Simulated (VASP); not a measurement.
BaO: band structure with PBEsol

The system is BaO.

```
Ba O
1.0
     0.00000    2.76601    2.76601
     2.76601    0.00000    2.76601
     2.76601    2.76601    0.00000
Ba O
1 1
Direct
  0.00000 0.00000 0.00000
  0.50000 0.50000 0.50000
```

The cell was built by a generator and needn't be a form met in nature.

| Quantity | Value |
| --- | --- |
| Program | VASP 6.6.1 |
| Task | band structure |
| Functional | PBEsol |
| Potentials or basis | VASP PAW PBE potentials, release 64 (Ba_sv, O) |
| Cutoff | 520 eV |
| k mesh | 8 × 8 × 8 |
| Occupations | gaussian, width 0.02 eV |
| Spin | no spin polarisation |
| Further INCAR settings | ALGO = Normal; EDIFF = 1e-06; NBANDS = 15 |

- Band gap on the k mesh: 1.86 eV, direct
- Band gap along the path: 1.86 eV, direct

Levels at the corners of the path, in eV from the valence-band top:
```tsv
point	band 4	band 5	band 6	band 7	band 8	band 9	band 10	band 11	band 12	band 13
Γ	-10.32	-10.32	-0.36	-0.36	-0.36	3.38	4.63	4.63	4.63	6.93
X	-10.93	-10.93	-0.17	-0.17	0.00	1.86	5.94	8.92	9.24	9.82
X	-10.93	-10.93	-0.17	-0.17	0.00	1.86	5.94	8.92	9.24	9.82
W	-11.42	-10.39	-1.37	-0.21	-0.21	4.53	4.53	6.83	9.80	9.84
W	-11.42	-10.39	-1.37	-0.21	-0.21	4.53	4.53	6.83	9.80	9.84
K	-10.80	-10.76	-0.97	-0.76	-0.15	3.32	6.49	6.98	8.65	9.54
K	-10.80	-10.76	-0.97	-0.76	-0.15	3.32	6.49	6.98	8.65	9.54
Γ	-10.32	-10.32	-0.36	-0.36	-0.36	3.38	4.63	4.63	4.63	6.93
Γ	-10.32	-10.32	-0.36	-0.36	-0.36	3.38	4.63	4.63	4.63	6.93
L	-10.45	-10.45	-2.07	-1.52	-1.52	4.86	7.16	7.16	8.03	10.56
L	-10.45	-10.45	-2.07	-1.52	-1.52	4.86	7.16	7.16	8.03	10.56
U	-10.80	-10.76	-0.97	-0.76	-0.15	3.32	6.49	6.98	8.65	9.54
U	-10.80	-10.76	-0.97	-0.76	-0.15	3.32	6.49	6.98	8.65	9.54
W	-11.42	-10.39	-1.37	-0.21	-0.21	4.53	4.53	6.83	9.80	9.84
W	-11.42	-10.39	-1.37	-0.21	-0.21	4.53	4.53	6.83	9.80	9.84
L	-10.45	-10.45	-2.07	-1.52	-1.52	4.86	7.16	7.16	8.03	10.56
L	-10.45	-10.45	-2.07	-1.52	-1.52	4.86	7.16	7.16	8.03	10.56
K	-10.80	-10.76	-0.97	-0.76	-0.15	3.32	6.49	6.98	8.65	9.54
U	-10.80	-10.76	-0.97	-0.76	-0.15	3.32	6.49	6.98	8.65	9.54
X	-10.93	-10.93	-0.17	-0.17	0.00	1.86	5.94	8.92	9.24	9.82
```

It took 36 s on 1 thread of Intel(R) Xeon(R) Platinum 8488C (Sapphire Rapids), with other jobs on the host, peak memory 0.2 GiB.

Caveat: the log is that of the step along the path at fixed density, whose energy, stress, charges and moments have no meaning; spin-orbit coupling is left out, which moves the levels of the heavy elements. PBEsol gaps usually lie below the measured ones, often by a third to a half.
